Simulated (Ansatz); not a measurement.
## LiH: what changed settings do

All trials start from this Ansatz input:

```yaml
crystal:
  lattice:
    - [0.0, 2.0086193919, 2.0086193919]
    - [2.0086193919, 0.0, 2.0086193919]
    - [2.0086193919, 2.0086193919, 0.0]
  atoms:
    - { symbol: Li, position: [0.0, 0.0, 0.0] }
    - { symbol: H, position: [0.5, 0.5, 0.5] }
basis:
  ecutwfc: 420
kpoints:
  mp_grid: { grid: [10, 10, 10] }
hamiltonian:
  xc: pbe
scf:
  occupations: { method: gaussian, width: 0.1 }
output:
  forces: true
  stress: true
  eigenvalues: true
```

Command:

```bash
ansatz run input.yaml --threads 1 --pin off --max-ram 1331MiB --backend cpu --events-out ev --progress --plain --runs-dir out
```

The run converges in 6 SCF iterations on 47 irreducible k-points: pressure -0.27 GPa, gap on the sampled k-points 2.99 eV.

Settings here are deliberately varied, not converged. Each trial's input is given as a difference from the reference's; energies are extrapolated to zero smearing where there is one, and pressure is positive in compression. Charged cells sit in a uniform background, and their pressures hang on that convention.

**Question.** Trial 1:

```diff
 crystal:
   atoms:
-    - { symbol: Li, position: [0.0, 0.0, 0.0] }
-    - { symbol: H, position: [0.5, 0.5, 0.5] }
+    - { symbol: Li, position: [0.438, 0.394, 0.997] }
+    - { symbol: H, position: [0.938, 0.894, 1.497] }
+total_charge: 2
 basis:
-  ecutwfc: 420
+  ecutwfc: -300
+  ecutrho_ratio: 10
 kpoints:
-  mp_grid: { grid: [10, 10, 10] }
+  mp_grid: { kspacing: 0.44 }
 hamiltonian:
-  xc: pbe
+  xc: r2scan
 scf:
+  max_iter: 69
+relax:
+  adjacent_minimum: "off"
+  f_tol: 0.008
+  max_steps: 5
+  cell: { fix: [volume] }
```

What does the program give?

**Answer.** The program refuses the input:

```text
Error: invalid value for `basis.ecutwfc`: must be finite and > 0; got -300 eV
```

Next try, with these keys changed back:

```diff
 basis:
-  ecutwfc: -300
+  ecutwfc: 500
```

The program refuses the input:

```text
Error: inconsistent input (relax.cell.fix, crystal.symmetry): fixing [volume] (`angles` and `shape` written out) leaves nothing of the cell free to relax: remove `relax.cell` for a fixed-cell relaxation, or fix less. These quantities alone would leave part of the cell free, but the crystal's symmetry holds that part …
```

Next try, with these keys changed back:

```diff
 crystal:
   atoms:
-    - { symbol: Li, position: [0.438, 0.394, 0.997] }
-    - { symbol: H, position: [0.938, 0.894, 1.497] }
+    - { symbol: Li, position: [0.0, 0.0, 0.0] }
+    - { symbol: H, position: [0.5, 0.5, 0.5] }
```

The message stays the same; the change is kept.

Next try, with these keys changed back:

```diff
-relax:
-  adjacent_minimum: "off"
-  f_tol: 0.008
-  max_steps: 5
-  cell: { fix: [volume] }
```

The run converges in 7 SCF iterations on 20 irreducible k-points: pressure 158 GPa (with the neutralising background of the charged cell), gap on the sampled k-points 45.12 eV.

**Question.** Trial 2:

```diff
 scf:
-  occupations: { method: gaussian, width: 0.1 }
+  occupations: { method: tetrahedron }
+  mixing: { ndim: 4, preconditioner: none }
+  initial_density: { chi_scale: 0, normalization: atom }
+  max_iter: 72
+efield:
+  axis: 4
+  amplitude: 0.1
```

What does the program give?

**Answer.** The program refuses the input:

```text
Error: invalid value for `efield.axis`: must be in [1, 3]; got 4
```

Next try, with these keys changed back:

```diff
-efield:
-  axis: 4
-  amplitude: 0.1
```

The run converges in 6 SCF iterations on 47 irreducible k-points: the reference's energy to 0.01 meV per atom, pressure -0.27 GPa, gap on the sampled k-points 2.99 eV. It warns that the printed bands weren't solved further after the SCF; that forces and stress under tetrahedra may miss the energy's slope.

**Question.** Trial 3:

```diff
 hamiltonian:
-  xc: pbe
+  xc: blyp
 scf:
+  lower_state_search: "off"
+  mixing: { q_tf: 0.71 }
+  initial_density: { chi_scale: 0, normalization: atom }
+  max_iter: 79
```

How does this run end?

**Answer.** The run converges in 6 SCF iterations on 47 irreducible k-points: pressure 0.22 GPa, gap on the sampled k-points 3.43 eV.

**Question.** Trial 4:

```diff
 kpoints:
-  mp_grid: { grid: [10, 10, 10] }
+  mp_grid: { grid: [4, 4, 4], shift: [0, 0, 0.5] }
 scf:
+  max_iter: 100
```

What does the program give?

**Answer.** The run converges in 6 SCF iterations on 10 irreducible k-points: energy 2.66 meV per atom below the reference, pressure -0.42 GPa, gap on the sampled k-points 4.86 eV. It warns that the mesh lowers the symmetry.

**Question.** Trial 5:

```diff
 crystal:
+  symmetry: { detect: false }
 basis:
+  precision: f64
 kpoints:
-  mp_grid: { grid: [10, 10, 10] }
+  mp_grid: { grid: [4, 5, 1], shift: [0.5, 0.5, 0.5] }
 scf:
+  mixing: { beta: 0.23, ndim: 4 }
+  max_iter: 100
 output:
-  forces: true
-  stress: true
+  forces: false
+  stress: false
+relax:
+  adjacent_minimum: "off"
+  f_tol: 0.007
+  max_steps: 30
+  cell: { p_target: 20 }
```

How does this run end?

**Answer.** The relaxation ends after 17 steps and 78 SCF iterations, 895 meV per atom in free energy under its start, at 5.06 Å³/atom: energy 134 meV per atom below the reference, pressure 20.00 GPa, gap on the sampled k-points 8.52 eV.

**Question.** Trial 6 (volume scaled):

```diff
 crystal:
   lattice:
-    - [0.0, 2.0086193919, 2.0086193919]
-    - [2.0086193919, 0.0, 2.0086193919]
-    - [2.0086193919, 2.0086193919, 0.0]
+    - [0.0, 2.0285080061, 2.0285080061]
+    - [2.0285080061, 0.0, 2.0285080061]
+    - [2.0285080061, 2.0285080061, 0.0]
+magnetization:
+  spin_polarized: true
+  initial_magnetization: 3.0
+  spin_locking: { lock_magnetization: hard }
```

What happens?

**Answer.** The run converges in 9 SCF iterations on 47 irreducible k-points: energy 16.83 eV per atom above the reference, pressure 41.88 GPa, no gap, cell moment 3.00 μB. It warns that the SCF threshold is loose for the stress.

**Question.** Trial 7 (volume scaled):

```diff
 crystal:
   lattice:
-    - [0.0, 2.0086193919, 2.0086193919]
-    - [2.0086193919, 0.0, 2.0086193919]
-    - [2.0086193919, 2.0086193919, 0.0]
+    - [0.0, 2.079722119, 2.079722119]
+    - [2.079722119, 0.0, 2.079722119]
+    - [2.079722119, 2.079722119, 0.0]
+  symmetry: { detect: false }
 basis:
-  ecutwfc: 420
+  ecutwfc: 590
 kpoints:
-  mp_grid: { grid: [10, 10, 10] }
+  mp_grid: { kspacing: 0.52 }
 scf:
-  occupations: { method: gaussian, width: 0.1 }
+  occupations: { method: fermi_dirac, width: "0.02 Ry" }
 output:
-  stress: true
+  stress: false
```

How does this run end?

**Answer.** The run converges in 6 SCF iterations on 112 irreducible k-points: energy 10.6 meV per atom above the reference, gap on the sampled k-points 3.06 eV.

**Question.** Trial 8:

```diff
 basis:
-  ecutwfc: 420
+  ecutwfc: "30 Ry"
 scf:
+  mixing: { beta: 1.5 }
+  algorithm: direct_min
+  max_iter: 67
```

How does this run end?

**Answer.** The program refuses the input:

```text
Error: invalid value for `scf.mixing.beta`: must be finite and in (0, 1]; got 1.5
```

Next try, with these keys changed back:

```diff
 scf:
-  mixing: { beta: 1.5 }
```

The run converges in 3 SCF iterations on 47 irreducible k-points: energy 0.29 meV per atom above the reference, pressure -0.27 GPa, gap on the sampled k-points 2.99 eV. It warns that the cutoff lies under the recommended one, 420 eV for these potentials.

**Question.** Trial 9:

```diff
 crystal:
   atoms:
-    - { symbol: Li, position: [0.0, 0.0, 0.0] }
+    - { symbol: Li, position: [0.0, 0.0, 0.0], spin: -4.0 }
+total_charge: 0.25
-basis:
-  ecutwfc: 420
+basis: {}
 kpoints:
-  mp_grid: { grid: [10, 10, 10] }
+  mp_grid: { grid: [3, 9, 3] }
 scf:
-  occupations: { method: gaussian, width: 0.1 }
+  occupations: { method: tetrahedron }
+  lower_state_search: "off"
+  n_extra_bands: 2
 output:
+  populations: true
+magnetization:
+  spin_polarized: true
```

What does the program give?

**Answer.** The run converges in 13 SCF iterations on 16 irreducible k-points: pressure 18.73 GPa (with the neutralising background of the charged cell), no gap, cell moment -0.25 μB (the reference has none, and so few k-points can make one). It warns that the printed bands weren't solved further after the SCF; that the starting moments were lost; that the state wasn't tested for a lower one; that the mesh lowers the symmetry; that forces and stress under tetrahedra may miss the energy's slope.

**Question.** Trial 10:

```diff
 hamiltonian:
+  dispersion: d3bj
 scf:
-  occupations: { method: gaussian, width: 0.1 }
+  occupations: { method: fixed }
```

What does the program give?

**Answer.** The run converges in 6 SCF iterations on 47 irreducible k-points: pressure -3.63 GPa, gap on the sampled k-points 2.99 eV.

**Question.** Trial 11:

```diff
 kpoints:
-  mp_grid: { grid: [10, 10, 10] }
+  mp_grid: { kspacing: 0.36 }
 scf:
-  occupations: { method: gaussian, width: 0.1 }
+  occupations: { method: fermi_dirac, width: 0.047 }
+  max_iter: 40
```

What happens?

**Answer.** The run converges in 6 SCF iterations on 29 irreducible k-points: energy 0.05 meV per atom above the reference, pressure -0.27 GPa, gap on the sampled k-points 2.99 eV.

**Question.** Trial 12 (origin moved):

```diff
 crystal:
   atoms:
-    - { symbol: Li, position: [0.0, 0.0, 0.0] }
-    - { symbol: H, position: [0.5, 0.5, 0.5] }
+    - { symbol: Li, position: [0.532, 0.031, 0.206] }
+    - { symbol: H, position: [1.032, 0.531, 0.706] }
 kpoints:
-  mp_grid: { grid: [10, 10, 10] }
+  mp_grid: { grid: [6, 6, 6] }
 hamiltonian:
-  xc: pbe
+  xc: pbesol
 scf:
-  occupations: { method: gaussian, width: 0.1 }
+  occupations: { method: gaussian, width: 0.27 }
+  mixing: { preconditioner: ldos }
+  initial_density: { chi_scale: 0, normalization: atom }
+  max_iter: 71
```

What does the program give?

**Answer.** The run converges in 5 SCF iterations on 16 irreducible k-points: pressure -0.95 GPa, gap on the sampled k-points 2.75 eV.